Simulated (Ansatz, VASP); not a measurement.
BiTe: VASP beside Ansatz

```
Bi Te
1.0
     0.00000    3.26858    3.26858
     3.26858    0.00000    3.26858
     3.26858    3.26858    0.00000
Bi Te
1 1
Cartesian
  0.0000 0.0000 0.0000
  3.2686 3.2686 3.2686
```

Alike in both runs: task single point; functional PBE; k mesh 12 × 12 × 12; occupations gaussian, width 0.1 eV; no spin polarisation.

|  | VASP | Ansatz |
| --- | --- | --- |
| version | VASP 6.6.1 | Ansatz 0.2.0 |
| potentials or method | VASP PAW PBE potentials, release 64 (Bi_d, Te) | scalar-relativistic, plane waves, PAW |
| plane-wave cutoff (eV) | 520 | 420 |
| valence electrons in the cell | 21 | 31 |

VASP gave:

```
gap on the k mesh at the Fermi level (eV) : none
pressure (GPa)                            : -0.8
```

Q: What did Ansatz give for the same quantities?

A: gap on the k mesh at the Fermi level (eV): none; pressure (GPa): -0.7.

A gap of «none» marks a metal or a gap that the smearing closes. The functional is the same, so the differences come from potentials, cutoffs and numerics. The two sets of potentials don't hold the same shells in valence.

Caveats: spin-orbit coupling is left out, which moves the levels of the heavy elements.
